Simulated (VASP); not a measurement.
# Native point defects of Co2Si, part 5 of 7

Wanted: a map of the native defects of Co2Si, all in one supercell and at one level. The start is a cell from a database of measured crystal structures.

VASP 6.6.1, plane waves and PAW; the level of theory is named at each step.

Still holding for the runs below: The magnetic state follows from one typed start and may not be the lowest.

So far. Step 6 (Reference Si): The start already met the threshold, so nothing moved. Step 6 (Reference Si): Energy at zero smearing: -11.48946 eV.

## Step 7: The defect cell, 47 atoms, defect Co vacancy

This step: PBEsol, spin-polarised from a ferromagnetic start; plane waves and PAW (Co, Si) (VASP 6.6.1).

System of this step: Co31Si16. The cell holds 47 atoms: 31 Co and 16 Si. Its edges and angles: a = 9.222 Å, b = 9.222 Å, c = 9.222 Å, α = 117.3°, β = 133.1°, γ = 81.8°. It derives from Co2Si. Nearest the centre at fractional (0.843, 0.630, 0.538): Si37 at 2.27 Å, Si39 at 2.27 Å, Si32 at 2.30 Å, Si44 at 2.30 Å, Co17 at 2.49 Å, Si35 at 2.53 Å, Co24 at 2.53 Å, Co26 at 2.53 Å.

The host is treated as a metal, since its gap is under 0.3 eV or closed. The run keeps 2 symmetry operations, which cuts the number of k-points but bars distortions that break them. The atoms relax at the host's fixed cell.

The input, INCAR:

```
SYSTEM = Co31Si16
PREC = Normal
ENCUT = 300
EDIFF = 1E-05
NELM = 120
ISMEAR = 1
SIGMA = 0.2
LREAL = Auto
ALGO = Fast
GGA = PS
NBANDS = 244
ISPIN = 2
MAGMOM = 2 2 2 2 2 2 2 2 2 2 2 2 2 2 2 2 2 2 2 2 2 2 2 2 2 2 2 2 2 2 2 0 0 0 0 0 0 0 0 0 0 0 0 0 0 0 0
LASPH = .TRUE.
LMAXMIX = 4
LORBIT = 11
LWAVE = .FALSE.
LCHARG = .TRUE.
KPAR = 4
NCORE = 2
IBRION = 2
NSW = 50
ISIF = 2
EDIFFG = -0.03
POTIM = 0.4
MAXMIX = 40
ISYM = 2
```

The input, POSCAR:

```
Co31Si16
1.0
   -4.7958520617      3.6690569695      6.9701073084
    4.7958520617     -3.6690569695      6.9701073084
    4.7958520617      3.6690569695     -6.9701073084
Co Si
31 16
Direct
    0.3425244000      0.1304903400      0.5379659400
    0.3425244000      0.6304903400      0.0379659400
    0.8425244000      0.1304903400      0.0379659400
    0.1574756000      0.3695096600      0.4620340600
    0.6574756000      0.8695096600      0.4620340600
    0.6574756000      0.3695096600      0.9620340600
    0.1574756000      0.8695096600      0.9620340600
    0.3425244000      0.3045584600      0.2120340600
    0.8425244000      0.8045584600      0.2120340600
    0.8425244000      0.3045584600      0.7120340600
    0.3425244000      0.8045584600      0.7120340600
    0.6574756000      0.6954415400      0.7879659400
    0.1574756000      0.1954415400      0.7879659400
    0.1574756000      0.6954415400      0.2879659400
    0.6574756000      0.1954415400      0.2879659400
    0.5152192300      0.3707032600      0.6054840300
    0.0152192300      0.8707032600      0.6054840300
    0.0152192300      0.3707032600      0.1054840300
    0.5152192300      0.8707032600      0.1054840300
    0.4847807700      0.6292967400      0.3945159700
    0.9847807700      0.1292967400      0.3945159700
    0.9847807700      0.6292967400      0.8945159700
    0.4847807700      0.1292967400      0.8945159700
    0.5152192300      0.4097352000      0.1445159700
    0.0152192300      0.9097352000      0.1445159700
    0.0152192300      0.4097352000      0.6445159700
    0.5152192300      0.9097352000      0.6445159700
    0.4847807700      0.5902648000      0.8554840300
    0.9847807700      0.0902648000      0.8554840300
    0.9847807700      0.5902648000      0.3554840300
    0.4847807700      0.0902648000      0.3554840300
    0.8223164200      0.8478739000      0.7755574800
    0.3223164200      0.3478739000      0.7755574800
    0.3223164200      0.8478739000      0.2755574800
    0.8223164200      0.3478739000      0.2755574800
    0.1776835800      0.1521261000      0.2244425200
    0.6776835800      0.6521261000      0.2244425200
    0.6776835800      0.1521261000      0.7244425200
    0.1776835800      0.6521261000      0.7244425200
    0.3223164200      0.5467589400      0.4744425200
    0.8223164200      0.0467589400      0.4744425200
    0.8223164200      0.5467589400      0.9744425200
    0.3223164200      0.0467589400      0.9744425200
    0.6776835800      0.4532410600      0.5255574800
    0.1776835800      0.9532410600      0.5255574800
    0.1776835800      0.4532410600      0.0255574800
    0.6776835800      0.9532410600      0.0255574800
```

The input, KPOINTS:

```
Automatic mesh
0
Gamma
4 4 4
0 0 0
```

The projector-augmented-wave data sets are Co and Si (PBE family, release 64).

On the command line:

```console
mpirun -np 8 vasp_std
```

The program printed:

```text
[banner, memory and clock lines left out]
running    8 mpi-ranks, on    1 nodes
 distrk:  each k-point on    2 cores,    4 groups
 distr:  one band on    2 cores,    1 groups

 POSCAR found type information on POSCAR CoSi
 POSCAR found :  2 types and      47 ions
 [... a notice as in an earlier step ...]

 LDA part: xc-table for (Slater+PW92), standard interpolation
 POSCAR, INCAR and KPOINTS ok, starting setup
 FFT: planning ... GRIDC
 FFT: planning ... GRID_SOFT
 FFT: planning ... GRID
 WAVECAR not read
 entering main loop
       N       E                     dE             d eps       ncg     rms          rms(c)
DAV:   1     0.219605966038E+04    0.21961E+04   -0.92537E+04 23424   0.112E+03
DAV:   2    -0.119762595140E+03   -0.23158E+04   -0.21558E+04 23424   0.313E+02
DAV:   3    -0.385704034611E+03   -0.26594E+03   -0.22719E+03 23668   0.126E+02
DAV:   4    -0.401002434333E+03   -0.15298E+02   -0.14872E+02 27928   0.314E+01
DAV:   5    -0.401521433466E+03   -0.51900E+00   -0.51776E+00 29168   0.524E+00    0.804E+01
RMM:   6    -0.406303761399E+03   -0.47823E+01   -0.65579E+02 23424   0.870E+01    0.650E+01
RMM:   7    -0.371819812092E+03    0.34484E+02   -0.19018E+02 23424   0.511E+01    0.616E+01
RMM:   8    -0.369831344073E+03    0.19885E+01   -0.38335E+01 23424   0.212E+01    0.411E+01
RMM:   9    -0.377330946142E+03   -0.74996E+01   -0.29371E+01 23424   0.174E+01    0.544E+01
RMM:  10    -0.360574482557E+03    0.16756E+02   -0.15662E+01 23424   0.140E+01    0.271E+01
RMM:  11    -0.357508570691E+03    0.30659E+01   -0.31792E+00 23424   0.549E+00    0.149E+01
RMM:  12    -0.357349854695E+03    0.15872E+00   -0.12796E+00 23424   0.325E+00    0.134E+01
RMM:  13    -0.356553977832E+03    0.79588E+00   -0.65372E-01 23426   0.266E+00    0.648E+00
RMM:  14    -0.356948772170E+03   -0.39479E+00   -0.50603E-01 23424   0.209E+00    0.931E+00
RMM:  15    -0.356636086502E+03    0.31269E+00   -0.48676E-01 23424   0.225E+00    0.484E+00
RMM:  16    -0.356793362983E+03   -0.15728E+00   -0.36551E-01 23444   0.180E+00    0.686E+00
RMM:  17    -0.356580924755E+03    0.21244E+00   -0.17664E-01 23438   0.145E+00    0.267E+00
RMM:  18    -0.356543580825E+03    0.37344E-01   -0.48461E-02 23488   0.690E-01    0.108E+00
RMM:  19    -0.356546795345E+03   -0.32145E-02   -0.17301E-02 24468   0.382E-01    0.122E+00
RMM:  20    -0.356538762701E+03    0.80326E-02   -0.86230E-03 23707   0.295E-01    0.448E-01
RMM:  21    -0.356540475299E+03   -0.17126E-02   -0.38626E-03 23630   0.161E-01    0.627E-01
RMM:  22    -0.356538720472E+03    0.17548E-02   -0.27513E-03 23623   0.171E-01    0.259E-01
RMM:  23    -0.356540637768E+03   -0.19173E-02   -0.18799E-03 23502   0.124E-01    0.575E-01
RMM:  24    -0.356538939106E+03    0.16987E-02   -0.12522E-03 23454   0.120E-01    0.140E-01
RMM:  25    -0.356539099953E+03   -0.16085E-03   -0.48115E-04 24491   0.586E-02    0.187E-01
RMM:  26    -0.356539001805E+03    0.98148E-04   -0.23583E-04 23677   0.473E-02    0.876E-02
RMM:  27    -0.356539049742E+03   -0.47937E-04   -0.12202E-04 23518   0.292E-02    0.107E-01
RMM:  28    -0.356539043142E+03    0.65992E-05   -0.92931E-05 22597   0.265E-02
   1 F= -.35653904E+03 E0= -.35655978E+03  d E =-.356539E+03  mag=     6.3478
 curvature:   0.00 expect dE= 0.000E+00 dE for cont linesearch  0.000E+00
 trial: gam= 0.00000 g(F)=  0.141E+00 g(S)=  0.000E+00 ort = 0.000E+00 (trialstep = 0.100E+01)
 search vector abs. value=  0.141E+00
 bond charge predicted
       N       E                     dE             d eps       ncg     rms          rms(c)
DAV:   1    -0.356643063487E+03   -0.10401E+00   -0.69006E+00 24496   0.480E+00    0.972E-01
RMM:   2    -0.356700511101E+03   -0.57448E-01   -0.20315E-01 23424   0.156E+00    0.286E+00
RMM:   3    -0.356653891211E+03    0.46620E-01   -0.58211E-02 23424   0.772E-01    0.543E-01
RMM:   4    -0.356658256130E+03   -0.43649E-02   -0.15957E-02 23535   0.350E-01    0.930E-01
RMM:   5    -0.356653501754E+03    0.47544E-02   -0.68411E-03 23548   0.278E-01    0.252E-01
RMM:   6    -0.356654538888E+03   -0.10371E-02   -0.27083E-03 23424   0.152E-01    0.468E-01
RMM:   7    -0.356653273417E+03    0.12655E-02   -0.18256E-03 23424   0.144E-01    0.161E-01
RMM:   8    -0.356653263632E+03    0.97848E-05   -0.38400E-04 23456   0.575E-02    0.118E-01
RMM:   9    -0.356653215895E+03    0.47737E-04   -0.17402E-04 23631   0.407E-02    0.648E-02
RMM:  10    -0.356653227502E+03   -0.11607E-04   -0.79755E-05 22468   0.251E-02    0.632E-02
RMM:  11    -0.356653209682E+03    0.17820E-04   -0.40412E-05 20602   0.197E-02    0.277E-02
RMM:  12    -0.356653213408E+03   -0.37255E-05   -0.19233E-05 14719   0.110E-02
   2 F= -.35665321E+03 E0= -.35667335E+03  d E =-.114170E+00  mag=     6.0461
[... from here on, the cycles between the ionic steps are left out ...]
   3 F= -.35672993E+03 E0= -.35674877E+03  d E =-.190887E+00  mag=     5.4969
   4 F= -.35678569E+03 E0= -.35680413E+03  d E =-.557600E-01  mag=     5.3849
   5 F= -.35679668E+03 E0= -.35681485E+03  d E =-.667456E-01  mag=     5.3101
   6 F= -.35681268E+03 E0= -.35683086E+03  d E =-.160066E-01  mag=     5.3535
   7 F= -.35681389E+03 E0= -.35683204E+03  d E =-.172192E-01  mag=     5.3687
   8 F= -.35681798E+03 E0= -.35683605E+03  d E =-.408783E-02  mag=     5.3824
   9 F= -.35681832E+03 E0= -.35683637E+03  d E =-.442849E-02  mag=     5.3874
 curvature:  -1.42 expect dE=-0.168E-02 dE for cont linesearch -0.333E-05
 trial: gam= 0.32042 g(F)=  0.118E-02 g(S)=  0.000E+00 ort = 0.109E-03 (trialstep = 0.174E+01)
 search vector abs. value=  0.176E-02
 bond charge predicted
       N       E                     dE             d eps       ncg     rms          rms(c)
DAV:   1    -0.356819264384E+03   -0.94543E-03   -0.49273E-01 23668   0.126E+00    0.119E-01
RMM:   2    -0.356819699604E+03   -0.43522E-03   -0.57759E-03 23424   0.281E-01    0.929E-02
RMM:   3    -0.356819840760E+03   -0.14116E-03   -0.13264E-03 23424   0.933E-02    0.106E-01
RMM:   4    -0.356819808786E+03    0.31974E-04   -0.36304E-04 24413   0.619E-02    0.569E-02
RMM:   5    -0.356819808539E+03    0.24648E-06   -0.12016E-04 23118   0.308E-02    0.533E-02
RMM:   6    -0.356819801892E+03    0.66472E-05   -0.50855E-05 20524   0.224E-02
  10 F= -.35681980E+03 E0= -.35683779E+03  d E =-.147855E-02  mag=     5.3832
 trial-energy change:   -0.001479  1 .order   -0.001322   -0.002109   -0.000535
 step:   2.0870(harm=  2.3335)  dis= 0.00451  next Energy=  -356.819856 (dE=-0.153E-02)
 reached required accuracy - stopping structural energy minimisation
```

It took 34 min on 8 MPI ranks of AMD EPYC 7R43, shared host; peak memory 6.5 GiB; 4.6 h of CPU time.

Parts of OUTCAR (step 7):

```text
   k-points           NKPTS =     24   k-points in BZ     NKDIM =     24   number of bands    NBANDS=    244

   NELECT =     343.0000    total number of electrons

 E-fermi :  11.7622

 spin component 1
 k-point     1 :       0.0000    0.0000    0.0000
  band No.  band energies     occupation
    ...
    170      11.5635      1.02446
    171      11.6721      0.84189
    172      11.6947      0.76856
    173      11.7210      0.67055
    174      11.7428      0.58166
    175      11.7629      0.49708
    176      11.8443      0.18295
    177      11.9462     -0.01464
    178      11.9879     -0.03383
    179      12.0104     -0.03542
    ...

 k-point     2 :       0.2500    0.0000   -0.0000
  band No.  band energies     occupation
    ...
    170      11.5856      1.00838
    171      11.6205      0.96283
    172      11.6661      0.85928
    173      11.7199      0.67475
    174      11.7216      0.66797
    175      11.7937      0.36863
    176      11.8428      0.18786
    177      11.9099      0.02741
    178      11.9633     -0.02565
    179      12.0420     -0.03182
    ...

  Total       -3.0740255     -4.3845635     -9.0854047      0.0000000      0.0000000      2.4553073
  in kB      -10.0391829    -14.3191507    -29.6712040      0.0000000      0.0000000      8.0185668
  external PRESSURE =     -18.0098459 kB  Pullay stress =       0.0000000 kB

 POSITION                                       TOTAL-FORCE (eV/Angst)
 -----------------------------------------------------------------------------------
      1.56664      2.75179     -0.45935        -0.013388      0.000000      0.015688
      1.56275     -0.91726      6.52574         0.015771     -0.000000      0.000514
     -3.23546      2.75179      6.51322        -0.001710     -0.000000     -0.013218
      3.24737      0.91775      0.45782         0.000934      0.005066      0.000773
      3.27134      0.88616      7.43510         0.007567     -0.003723     -0.003452
      3.24737      4.58584      0.45782         0.000934     -0.005066      0.000773
      8.06719      0.94837      0.46499         0.007567      0.003723     -0.003452
      0.83765      0.92918      3.05189         0.007856     -0.002657      0.005040
      0.83363      0.91812      9.96959         0.001214     -0.003461     -0.000621
      0.83765      4.57440      3.05189         0.007856      0.002657      0.005040
      5.62948      0.91641      2.99949         0.001214      0.003461     -0.000621
      3.94389      2.75179      3.96691        -0.005246      0.000000     -0.000364
      3.94653      2.75179     -3.05536        -0.011528      0.000000     -0.005389
      3.96903     -0.91726      3.93835        -0.002017     -0.000000      0.004897
     -0.80730      2.75179      3.95959         0.006622      0.000000     -0.000463
      2.22970      2.75179      1.96807        -0.005886      0.000000     -0.002821
      6.98184     -0.91726      1.86114         0.006468      0.000000     -0.009873
      2.20350     -0.91726      1.96433         0.017453      0.000000      0.006309
      2.22834     -0.91726      8.92344        -0.009659      0.000000     -0.003811
      2.56779      0.91756      5.05064        -0.012276      0.004251     -0.002267
     -2.22272      4.58584      5.00649        -0.006377     -0.004199      0.001301
      2.56779      4.58603      5.05064        -0.012276     -0.004251     -0.002267
      2.57313      4.58681     -1.96362        -0.006377      0.004199      0.001301
      0.17208      0.92008      5.44735         0.000431     -0.008008      0.010754
[...]
-----------------------------------------------------------------------------------
    total drift:                               -0.012179      0.000053     -0.016390

  FREE ENERGIE OF THE ION-ELECTRON SYSTEM (eV)
  ---------------------------------------------------
  free  energy   TOTEN  =      -356.8198018922 eV

  energy  without entropy=     -356.8737760426  energy(sigma->0) =     -356.83779328

 magnetization (x)
# of ion       s       p       d       tot
------------------------------------------
    1       -0.002  -0.005   0.067   0.060
    2       -0.002  -0.006   0.182   0.174
    3       -0.002  -0.006   0.139   0.132
    4       -0.001  -0.005   0.098   0.092
    5       -0.002  -0.005   0.188   0.181
    6       -0.001  -0.005   0.098   0.092
    7       -0.002  -0.005   0.188   0.181
    8       -0.002  -0.005   0.120   0.113
    9       -0.002  -0.006   0.143   0.135
   10       -0.002  -0.005   0.120   0.113
   11       -0.002  -0.006   0.143   0.135
   12       -0.002  -0.006   0.094   0.085
   13       -0.001  -0.005   0.175   0.170
   14       -0.001  -0.007   0.357   0.348
   15       -0.002  -0.005   0.140   0.133
   16       -0.000  -0.004   0.120   0.116
   17        0.000  -0.004   0.194   0.190
   18       -0.000  -0.003   0.224   0.220
   19       -0.001  -0.005   0.232   0.227
   20        0.000  -0.003   0.387   0.384
   21       -0.001  -0.004   0.169   0.164
   22        0.000  -0.003   0.387   0.384
   23       -0.001  -0.004   0.169   0.164
[...]
--------------------------------------------------
tot         -0.057  -0.275   5.967   5.635

[... 5 parts as in an earlier step ...]

[... 17 further parts left out ...]
```

The run keeps the 2 symmetry operations of its start, so it cannot find a distortion of lower symmetry.

Relaxation path:

```
step  energy less that of the first step (eV)  largest force (eV/Å)
   1                                   0.0000                0.9745
   2                                  -0.1142                0.6202
   3                                  -0.1909                0.5306
   4                                  -0.2466                0.2255
   5                                  -0.2576                0.1632
   6                                  -0.2736                0.0820
   7                                  -0.2749                0.0952
   8                                  -0.2789                0.0533
   9                                  -0.2793                0.0725
  10                                  -0.2808                0.0227
```

The atoms that moved most (Å):

```
atom      dx      dy      dz  length
Si39   0.050  -0.111  -0.094   0.154
Si37   0.050   0.111  -0.094   0.154
Si32  -0.146   0.000   0.031   0.149
Co17  -0.025   0.000  -0.094   0.097
Si44   0.000   0.000   0.095   0.095
 Co7   0.039   0.031   0.012   0.051
 Co5   0.039  -0.031   0.012   0.051
Co28   0.038   0.000  -0.015   0.041
```

Numbers from this step:

| Item | Value |
| --- | --- |
| electronic cycles | 98 |
| electrons | 343 |
| free energy (TOTEN) | -356.8198 eV |
| energy at zero smearing | -356.8378 eV |
| Fermi energy | 11.76 eV |
| moment of the cell, from the last line of the log | 5.383 μB |
| labelled metallic, from the levels on this mesh | yes |

Spin moment in the PAW sphere by element, in μB:

```
element  atoms    mean  spread (r.m.s.)   least  largest
     Co     31   0.187            0.082   0.060    0.384
     Si     16  -0.010            0.001  -0.013   -0.009
```

The atoms nearest the centre:

```
atom  distance (Å)  spin moment in the PAW sphere (μB)
Si39          2.12                              -0.010
Si37          2.12                              -0.010
Si32          2.15                              -0.011
Si44          2.21                              -0.012
Co17          2.40                               0.190
Co24          2.54                               0.195
Co26          2.54                               0.195
Si35          2.54                              -0.009
Co22          2.55                               0.384
Co20          2.55                               0.384
Co30          2.66                               0.228
 Co5          2.69                               0.181
 Co7          2.69                               0.181
Co15          3.49                               0.133
```

Spin density in the ab plane at fractional z = 0.538, through the centre, with atoms of Co and Si within 0.45 Å of it.

Values in units of 1e-2 e/Å³, 13 rows by 16 columns, each cell a mean:
```
 0.1 -0.2 -0.1 -0.1 -0.2 -0.1  0.4  0.8  0.1 -0.1  1.8  5.7  0.8 -0.2 -0.1  0.2
 4.0 -0.1 -0.2 -0.4 -0.4 -0.1  3.2  5.5  1.4  0.0  3.4  7.9  1.5 -0.1  2.5  9.1
 5.2  0.1 -0.2 -0.2 -0.2 -0.2  0.5  1.4  0.2 -0.3 -0.1  0.5  0.2 -0.1  1.7  8.5
-0.1 -0.1 -0.1 -0.1 -0.1 -0.3 -0.2 -0.2  0.3  0.7  0.0 -0.2 -0.2 -0.1  0.0  0.2
-0.3 -0.1  0.0 -0.2 -0.3 -0.3 -0.3 -0.3  0.4  1.3  0.3  0.1 -0.1 -0.1 -0.1 -0.2
-0.3 -0.2 -0.2 -0.1 -0.1 -0.1 -0.2 -0.3 -0.2 -0.3 -0.4 -0.3 -0.2 -0.1 -0.1 -0.2
-0.1 -0.2  0.0  0.5  0.1 -0.1 -0.2 -0.1 -0.1 -0.2 -0.2 -0.1 -0.4 -0.2  0.1  0.1
 0.6 -0.1  2.1  5.6  1.1 -0.1  0.5  2.2  1.5 -0.1 -0.2 -0.1 -0.2 -0.1  1.6  2.2
 0.9 -0.1  0.7  2.0  0.5 -0.1  1.5  6.2  4.6  0.1 -0.2 -0.2 -0.2 -0.1  2.2  3.7
-0.1 -0.1 -0.1 -0.1  0.0  0.0  0.0  0.7  0.7 -0.1 -0.2  0.0  0.1 -0.2 -0.1 -0.1
 0.4  0.5  0.0 -0.1  1.7  4.6  0.9 -0.1 -0.2  0.1  0.1 -0.2 -0.1 -0.2 -0.2 -0.2
-0.1  0.1 -0.1 -0.1  1.1  6.3  3.8  0.1 -0.2 -0.2 -0.1 -0.2 -0.2 -0.2 -0.2 -0.3
-0.2 -0.2 -0.2 -0.1 -0.1  0.5  0.4 -0.1 -0.2 -0.3 -0.2  0.0 -0.1 -0.1 -0.2 -0.3
```
Columns run along a (9.2 Å), rows up along b (9.2 Å). Atoms in or near the plane, at fractional coordinates: Co at (0.34, 0.13), Co at (0.16, 0.37), Co at (0.65, 0.87), Co at (0.52, 0.37), Co at (0.01, 0.86), Si at (0.32, 0.55), Si at (0.82, 0.05), Si at (0.68, 0.46), Si at (0.18, 0.95).

Valence density in the ab plane at fractional z = 0.538, through the centre, with atoms of Co and Si within 0.45 Å of it. It is the smooth field of the valence electrons, not physical close to the nuclei.

Values in e/Å³, 13 rows by 16 columns, each cell a mean:
```
0.3 0.4 0.2 0.1 0.4 0.3 0.4 0.6 0.3 0.3 1.2 2.0 0.7 0.4 0.4 0.5
1.5 0.4 0.4 0.4 0.4 0.3 0.8 1.7 0.7 0.4 1.3 2.9 1.0 0.3 1.0 3.2
1.6 0.3 0.3 0.4 0.3 0.3 0.3 0.6 0.4 0.3 0.4 0.5 0.3 0.2 0.7 2.8
0.4 0.3 0.3 0.3 0.4 0.3 0.2 0.3 0.4 0.5 0.4 0.2 0.1 0.1 0.2 0.3
0.4 0.5 0.3 0.3 0.4 0.4 0.4 0.3 0.4 0.5 0.4 0.2 0.1 0.1 0.1 0.2
0.3 0.4 0.3 0.3 0.3 0.3 0.3 0.4 0.3 0.3 0.4 0.3 0.2 0.1 0.1 0.2
0.3 0.3 0.5 0.7 0.4 0.4 0.5 0.4 0.3 0.3 0.2 0.1 0.3 0.2 0.2 0.3
0.5 0.3 1.6 3.4 1.1 0.4 0.6 1.6 0.9 0.4 0.3 0.3 0.4 0.3 0.7 1.3
0.6 0.3 0.7 1.6 0.7 0.3 0.9 3.5 2.2 0.4 0.3 0.4 0.4 0.3 0.6 1.4
0.4 0.4 0.3 0.3 0.3 0.4 0.4 0.7 0.6 0.3 0.3 0.3 0.4 0.3 0.2 0.3
0.4 0.6 0.4 0.3 1.4 3.9 1.7 0.4 0.4 0.4 0.3 0.3 0.4 0.4 0.3 0.3
0.3 0.4 0.4 0.4 1.7 6.0 3.2 0.5 0.4 0.4 0.3 0.3 0.4 0.3 0.4 0.4
0.3 0.3 0.4 0.4 0.5 0.8 0.6 0.3 0.3 0.3 0.3 0.3 0.4 0.4 0.4 0.4
```
Columns run along a (9.2 Å), rows up along b (9.2 Å). Atoms in or near the plane, at fractional coordinates: Co at (0.34, 0.13), Co at (0.16, 0.37), Co at (0.65, 0.87), Co at (0.52, 0.37), Co at (0.01, 0.86), Si at (0.32, 0.55), Si at (0.82, 0.05), Si at (0.68, 0.46), Si at (0.18, 0.95).

The run ended after 10 ionic steps, 0.281 eV below its first step, once the forces on the free atoms met EDIFFG = -0.03.

The 8 first neighbours (Co and Si) lie 2.40 Å from the site on average (2.27 to 2.53) in the perfect crystal and 2.32 Å on average after the relaxation (-3.3 %, spread from 2.12 to 2.54 Å).

[end of part 5 of 7]

[Lines on the potential files, build, host, timing and source positions are cut from VASP's logs without a mark.]

[Logs are printed without paths, hosts, clocks, repeated set-up lines and the standing remarks that a program may print on its own settings, such as how far it seeks lower states.]

[Hosts, paths, dates, database ids (printed as entryN), source tags and the programs' standing remarks are cut or masked in the printed files.]

[In band tables of VASP the shares of atoms and orbitals are scaled to a sum of 1 inside the atoms' spheres.]

[Runs that stopped without an error message from VASP are left out.]
